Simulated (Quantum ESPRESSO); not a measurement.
# Ag (Fm-3m) in Quantum ESPRESSO: further runs

One crystal, Ag, is run at these levels: PBE; tasks: single point, equation of state.

All numbers are computed with Quantum ESPRESSO 7.5; they aren't measurements. Logs are shortened: lines on timing, memory, paths and dates and some standing lists are left out, and cuts for length are marked.

## 1. The crystal as given

The structure is cubic, space group Fm-3m (No. 225). Conventional cell: a = 4.085 Å, b = 4.085 Å, c = 4.085 Å, α = 90.00°, β = 90.00°, γ = 90.00°. Around Ag (site symmetry m-3m) lie 12 Ag at 2.89 Å.

## 2. Single point, PBE, 16.03 Å³/atom

The input, pw.in:

```
&CONTROL
  calculation = 'scf'
  prefix = 'pwscf'
  outdir = './tmp'
  pseudo_dir = './pseudo'
  tprnfor = .true.
  tstress = .true.
  disk_io = 'nowf'
/
&SYSTEM
  ibrav = 0
  nat = 1
  ntyp = 1
  ecutwfc = 60
  nbnd = 16
  occupations = 'smearing'
  smearing = 'fd'
  degauss = 0.00367493
/
&ELECTRONS
  conv_thr = 2d-10
  electron_maxstep = 120
  mixing_beta = 0.5
/
ATOMIC_SPECIES
Ag   107.8682 Ag_ONCV_PBE-1.0.oncvpsp.upf
CELL_PARAMETERS angstrom
   0.0000000000    2.0010495236    2.0010495236
   2.0010495236    0.0000000000    2.0010495236
   2.0010495236    2.0010495236    0.0000000000
ATOMIC_POSITIONS crystal
Ag     0.0000000000    0.0000000000    0.0000000000
K_POINTS automatic
11 11 11 0 0 0
```

Potentials or basis: SSSP 1.3 efficiency PBE.

Command:

```sh
> OMP_NUM_THREADS=1 pw.x -in pw.in > pw.out
```

pw.out:

```text
This program is part of the open-source Quantum ESPRESSO suite
     for quantum simulation of materials; please cite
         "P. Giannozzi et al., J. Phys.:Condens. Matter 21 395502 (2009);
         "P. Giannozzi et al., J. Phys.:Condens. Matter 29 465901 (2017);
         "P. Giannozzi et al., J. Chem. Phys. 152 154105 (2020);
     in publications or presentations arising from this work. More details at

     Message from routine setup:
     using ibrav=0 with symmetry is DISCOURAGED, use correct ibrav instead

     G-vector sticks info
     --------------------
     sticks:   dense  smooth     PW     G-vecs:    dense   smooth      PW
     Sum         475     475    151                 6855     6855    1243

     Using Slab Decomposition

     bravais-lattice index     =            0
     lattice parameter (alat)  =       5.3478  a.u.
     unit-cell volume          =     108.1434 (a.u.)^3
     number of atoms/cell      =            1
     number of atomic types    =            1
     number of electrons       =        19.00
     number of Kohn-Sham states=           16
     kinetic-energy cutoff     =      60.0000  Ry
     charge density cutoff     =     240.0000  Ry
     scf convergence threshold =      2.0E-10
     mixing beta               =       0.5000
     number of iterations used =            8  plain     mixing
     Exchange-correlation= PBE
                           (   1   4   3   4   0   0   0)

     celldm(1)=   5.347757  celldm(2)=   0.000000  celldm(3)=   0.000000
     celldm(4)=   0.000000  celldm(5)=   0.000000  celldm(6)=   0.000000

     crystal axes: (cart. coord. in units of alat)
               a(1) = (   0.000000   0.707107   0.707107 )
               a(2) = (   0.707107   0.000000   0.707107 )
               a(3) = (   0.707107   0.707107   0.000000 )

     reciprocal axes: (cart. coord. in units 2 pi/alat)
               b(1) = ( -0.707107  0.707107  0.707107 )
               b(2) = (  0.707107 -0.707107  0.707107 )
               b(3) = (  0.707107  0.707107 -0.707107 )

     PseudoPot. # 1 for Ag read from file:
     Ag_ONCV_PBE-1.0.oncvpsp.upf
     Pseudo is Norm-conserving, Zval = 19.0
     Generated using ONCVPSP code by D. R. Hamann
     Using radial grid of 1398 points,  6 beta functions with:
                l(1) =   0
                l(2) =   0
                l(3) =   1
                l(4) =   1
                l(5) =   2
                l(6) =   2

     atomic species   valence    mass     pseudopotential
     Ag               19.00   107.86820     Ag( 1.00)

     48 Sym. Ops., with inversion, found

   Cartesian axes

     site n.     atom                  positions (alat units)
         1        Ag     tau(   1) = (   0.0000000   0.0000000   0.0000000  )

     number of k points=    56  Fermi-Dirac smearing, width (Ry)=  0.0037
                       cart. coord. in units 2pi/alat
        k(    1) = (   0.0000000   0.0000000   0.0000000), wk =   0.0015026
        k(    2) = (   0.0642824   0.0642824  -0.0642824), wk =   0.0120210
        k(    3) = (   0.1285649   0.1285649  -0.1285649), wk =   0.0120210
        k(    4) = (   0.1928473   0.1928473  -0.1928473), wk =   0.0120210
        k(    5) = (   0.2571297   0.2571297  -0.2571297), wk =   0.0120210
        k(    6) = (   0.3214122   0.3214122  -0.3214122), wk =   0.0120210
[... 48 lines left out ...]
        k(   55) = (  -0.0642824  -0.4499770   0.7071068), wk =   0.0360631
        k(   56) = (   0.0000000  -0.3856946   0.6428243), wk =   0.0360631

     Dense  grid:     6855 G-vectors     FFT dimensions: (  27,  27,  27)

     Initial potential from superposition of free atoms

     starting charge      18.9997, renormalised to      19.0000
     Starting wfcs are   10 randomized atomic wfcs +    6 random wfcs

     Self-consistent Calculation

     iteration #  1     ecut=    60.00 Ry     beta= 0.50
     Davidson diagonalization with overlap
     ethr =  1.00E-02,  avg # of iterations =  4.6

     Threshold (ethr) on eigenvalues was too large:
     Diagonalizing with lowered threshold

     Davidson diagonalization with overlap
     ethr =  8.86E-05,  avg # of iterations =  2.5

     total energy              =    -287.32118455 Ry
     estimated scf accuracy    <       0.01688153 Ry
[... 43 lines left out ...]
     iteration #  8     ecut=    60.00 Ry     beta= 0.50
     Davidson diagonalization with overlap
     ethr =  1.28E-12,  avg # of iterations =  2.0

     End of self-consistent calculation

          k = 0.0000 0.0000 0.0000 (   869 PWs)   bands (ev):

   -72.7775 -36.1238 -36.1238 -36.1238  11.2660  14.4309  14.4309  14.4309
    15.5844  15.5844  35.9350  39.8140  39.8140  39.8140  44.6199  45.8616

          k = 0.0643 0.0643-0.0643 (   875 PWs)   bands (ev):
[... 106 lines left out ...]
   -72.7565 -36.2723 -36.1923 -36.1497  13.4904  14.2299  14.6842  14.9673
    15.5987  18.1338  28.5962  31.8473  37.4269  39.1879  42.4182  45.1121

          k = 0.0000-0.2571 0.2571 (   853 PWs)   bands (ev):

   -72.7620 -36.2374 -36.1735 -36.1399  13.4018  13.9796  14.6571  15.1110
    15.1456  16.8172  31.9506  32.3774  38.7751  40.6090  41.4508  45.2032

          k = 0.3857 0.0000-0.0000 (   849 PWs)   bands (ev):
[... 46 lines left out ...]
   -72.7474 -36.2813 -36.2517 -36.1845  13.1604  13.6786  15.0514  15.7395
    16.3247  24.3952  24.4120  27.1513  33.1944  36.9186  45.4598  47.6451

          k = 0.6428-0.0000 0.0000 (   834 PWs)   bands (ev):

   -72.7472 -36.3167 -36.2015 -36.2015  12.6498  12.7994  16.4156  16.6349
    16.6349  20.5026  27.4141  30.7295  30.7295  37.3015  37.5529  50.4597

          k =-0.0000-0.6428 0.6428 (   832 PWs)   bands (ev):

   -72.7465 -36.3159 -36.2101 -36.2008  12.7019  12.8684  16.3329  16.3809
    16.6548  21.5621  26.7435  29.3396  30.8832  37.3304  38.9355  49.8469

          k = 0.2571 0.1286 0.0000 (   852 PWs)   bands (ev):

   -72.7667 -36.2031 -36.1542 -36.1395  12.8129  13.9500  14.7346  14.9667
    15.3596  16.0030  34.2149  34.4662  38.7433  38.8584  42.9517  44.3043

          k = 0.3214 0.1928-0.0643 (   851 PWs)   bands (ev):
[... 36 lines left out ...]
   -72.7518 -36.2849 -36.2175 -36.1662  13.6607  13.9901  14.4429  15.3032
    16.0248  20.0982  26.8603  30.2800  34.3608  39.3117  42.9419  47.3167

          k = 0.0000-0.2571 0.3857 (   849 PWs)   bands (ev):

   -72.7559 -36.2666 -36.1988 -36.1557  13.8380  13.9070  14.2528  15.4546
    15.5684  18.2209  30.1759  30.3656  35.7976  40.7758  41.2406  46.1400

          k = 0.5143 0.1286 0.0000 (   850 PWs)   bands (ev):

   -72.7514 -36.2869 -36.1983 -36.1863  13.1355  13.1838  15.3959  16.1884
    16.2164  18.8842  30.6053  30.8259  31.2147  38.4027  39.4946  48.0112

          k =-0.1286-0.5143 0.6428 (   850 PWs)   bands (ev):
[... 6 lines left out ...]
   -72.7476 -36.2838 -36.2436 -36.1881  13.2937  13.7205  14.7937  15.6471
    16.4525  23.6758  24.7710  28.2083  31.6463  38.6326  45.0923  46.2111

          k = 0.0000-0.3857 0.5143 (   848 PWs)   bands (ev):

   -72.7488 -36.2711 -36.2529 -36.1783  13.5780  14.0628  14.3267  15.4857
    16.1954  22.2346  26.3870  27.7246  32.9124  38.9346  44.2650  48.9460

          k =-0.0643-0.5785 0.7071 (   847 PWs)   bands (ev):
[... 21 lines left out ...]
   -72.7470 -36.2864 -36.2357 -36.2008  13.2930  13.5091  14.8291  15.7965
    16.6325  23.1840  27.6170  27.6427  28.6724  40.8034  42.7413  45.7323

          k = 0.0000-0.3857 0.6428 (   851 PWs)   bands (ev):

   -72.7468 -36.2683 -36.2571 -36.1997  13.4378  13.8977  14.3612  15.6002
    16.6297  25.1304  25.2809  27.2660  29.1249  41.4534  43.9237  45.5857

     the Fermi energy is    19.7075 ev

!    total energy              =    -287.32497964 Ry
     estimated scf accuracy    <          4.6E-11 Ry
     smearing contrib. (-TS)   =      -0.00013455 Ry
     internal energy E=F+TS    =    -287.32484509 Ry

     The total energy is F=E-TS. E is the sum of the following terms:
     one-electron contribution =    -103.49578410 Ry
     hartree contribution      =      62.16858044 Ry
     xc contribution           =     -27.14752721 Ry
     ewald contribution        =    -218.85011421 Ry

     convergence has been achieved in   8 iterations

     Forces acting on atoms (cartesian axes, Ry/au):

     atom    1 type  1   force =     0.00000000    0.00000000    0.00000000

     Total force =     0.000000     Total SCF correction =     0.000000

     Computing stress (Cartesian axis) and pressure

          total   stress  (Ry/bohr**3)                   (kbar)     P=      127.51
   0.00086677   0.00000000  -0.00000000          127.51        0.00       -0.00
   0.00000000   0.00086677  -0.00000000            0.00      127.51       -0.00
  -0.00000000  -0.00000000   0.00086677           -0.00       -0.00      127.51

=------------------------------------------------------------------------------=
   JOB DONE.
=------------------------------------------------------------------------------=
```

Run time: 9.2 s. Hardware: 1 thread of Arm Neoverse V2, shared host; peak memory 0.05 GiB.

Results:

| Item | Value |
| --- | --- |
| Free energy | -3909.2555 eV |
| Pressure | 12.8 GPa |
| Band gap on the k mesh | none (metal or under the smearing width) |

## 3. Single point, PBE, 16.37 Å³/atom

Edit pw.in of step 2 so:

```diff
@@ -27,5 +27,5 @@
 CELL_PARAMETERS angstrom
-   0.0000000000    2.0010495236    2.0010495236
-   2.0010495236    0.0000000000    2.0010495236
-   2.0010495236    2.0010495236    0.0000000000
+   0.0000000000    2.0151418859    2.0151418859
+   2.0151418859    0.0000000000    2.0151418859
+   2.0151418859    2.0151418859    0.0000000000
 ATOMIC_POSITIONS crystal
```

Potentials or basis: SSSP 1.3 efficiency PBE.

Command:

```sh
> OMP_NUM_THREADS=1 pw.x -in pw.in > pw.out
```

Wall time 8.3 s (1 thread of Arm Neoverse V2, shared host); peak memory 0.05 GiB.

The run converged. Its results:

- Free energy: -3909.2791 eV
- Pressure: 9.5 GPa
- Band gap on the k mesh: none (metal or under the smearing width)

## 4. Single point, PBE, 16.71 Å³/atom

Edit pw.in of step 3 so:

```diff
@@ -27,5 +27,5 @@
 CELL_PARAMETERS angstrom
-   0.0000000000    2.0151418859    2.0151418859
-   2.0151418859    0.0000000000    2.0151418859
-   2.0151418859    2.0151418859    0.0000000000
+   0.0000000000    2.0290398554    2.0290398554
+   2.0290398554    0.0000000000    2.0290398554
+   2.0290398554    2.0290398554    0.0000000000
 ATOMIC_POSITIONS crystal
```

Command:

```sh
> OMP_NUM_THREADS=1 pw.x -in pw.in > pw.out
```

Wall time 9.3 s (1 thread of Arm Neoverse V2, shared host); peak memory 0.05 GiB.

Results (log left out):

| Item | Value |
| --- | --- |
| Free energy | -3909.2963 eV |
| Pressure | 6.7 GPa |
| Band gap on the k mesh | none (metal or under the smearing width) |

## 5. Single point, PBE, 17.05 Å³/atom

Edit pw.in of step 4 so:

```diff
@@ -27,5 +27,5 @@
 CELL_PARAMETERS angstrom
-   0.0000000000    2.0290398554    2.0290398554
-   2.0290398554    0.0000000000    2.0290398554
-   2.0290398554    2.0290398554    0.0000000000
+   0.0000000000    2.0427500000    2.0427500000
+   2.0427500000    0.0000000000    2.0427500000
+   2.0427500000    2.0427500000    0.0000000000
 ATOMIC_POSITIONS crystal
```

Command:

```sh
> OMP_NUM_THREADS=1 pw.x -in pw.in > pw.out
```

Run time: 9.3 s. Hardware: 1 thread of Arm Neoverse V2, shared host; peak memory 0.05 GiB.

It converged, with:

* Free energy: -3909.3079 eV
* Pressure: 4.2 GPa
* Band gap on the k mesh: none (metal or under the smearing width)

## 6. Single point, PBE, 17.39 Å³/atom

Edit pw.in of step 5 so:

```diff
@@ -27,5 +27,5 @@
 CELL_PARAMETERS angstrom
-   0.0000000000    2.0427500000    2.0427500000
-   2.0427500000    0.0000000000    2.0427500000
-   2.0427500000    2.0427500000    0.0000000000
+   0.0000000000    2.0562785400    2.0562785400
+   2.0562785400    0.0000000000    2.0562785400
+   2.0562785400    2.0562785400    0.0000000000
 ATOMIC_POSITIONS crystal
```

Potentials or basis: SSSP 1.3 efficiency PBE.

Command:

```sh
> OMP_NUM_THREADS=1 pw.x -in pw.in > pw.out
```

Run time: 9.3 s. Hardware: 1 thread of Arm Neoverse V2, shared host; peak memory 0.05 GiB.

It converged, with:

* Free energy: -3909.3146 eV
* Pressure: 2.1 GPa
* Band gap on the k mesh: none (metal or under the smearing width)

## 7. Single point, PBE, 17.73 Å³/atom

Edit pw.in of step 6 so:

```diff
@@ -27,5 +27,5 @@
 CELL_PARAMETERS angstrom
-   0.0000000000    2.0562785400    2.0562785400
-   2.0562785400    0.0000000000    2.0562785400
-   2.0562785400    2.0562785400    0.0000000000
+   0.0000000000    2.0696313722    2.0696313722
+   2.0696313722    0.0000000000    2.0696313722
+   2.0696313722    2.0696313722    0.0000000000
 ATOMIC_POSITIONS crystal
```

Command:

```sh
> OMP_NUM_THREADS=1 pw.x -in pw.in > pw.out
```

It took 9.3 s on 1 thread of Arm Neoverse V2, shared host; peak memory 0.05 GiB.

The run converged. Its results:

- Free energy: -3909.3170 eV
- Pressure: 0.2 GPa
- Band gap on the k mesh: none (metal or under the smearing width)

## 8. Single point, PBE, 18.07 Å³/atom

Edit pw.in of step 7 so:

```diff
@@ -27,5 +27,5 @@
 CELL_PARAMETERS angstrom
-   0.0000000000    2.0696313722    2.0696313722
-   2.0696313722    0.0000000000    2.0696313722
-   2.0696313722    2.0696313722    0.0000000000
+   0.0000000000    2.0828140930    2.0828140930
+   2.0828140930    0.0000000000    2.0828140930
+   2.0828140930    2.0828140930    0.0000000000
 ATOMIC_POSITIONS crystal
```

Command:

```sh
> OMP_NUM_THREADS=1 pw.x -in pw.in > pw.out
```

Wall time 10 s (1 thread of Arm Neoverse V2, shared host); peak memory 0.05 GiB.

Results (log left out):

```
Free energy            : -3909.3156 eV
Pressure               : -1.4 GPa
Band gap on the k mesh : none (metal or under the smearing width)
```

## 9. Equation of state, PBE

Potentials or basis: SSSP 1.3 efficiency PBE.

This step only gathers the single runs of the series.

Results:

| Property | Result |
| --- | --- |
| Equilibrium volume | 17.77 Å³/atom |
| Bulk modulus | 89 GPa |
| Pressure derivative of the bulk modulus | 6.3 |

Energy against volume, from the lowest point:
```csv
volume (Å³/atom),energy (meV/atom)
16.025,61.46
16.366,37.83
16.707,20.64
17.048,9.06
17.389,2.40
17.730,0.00
18.071,1.32
```
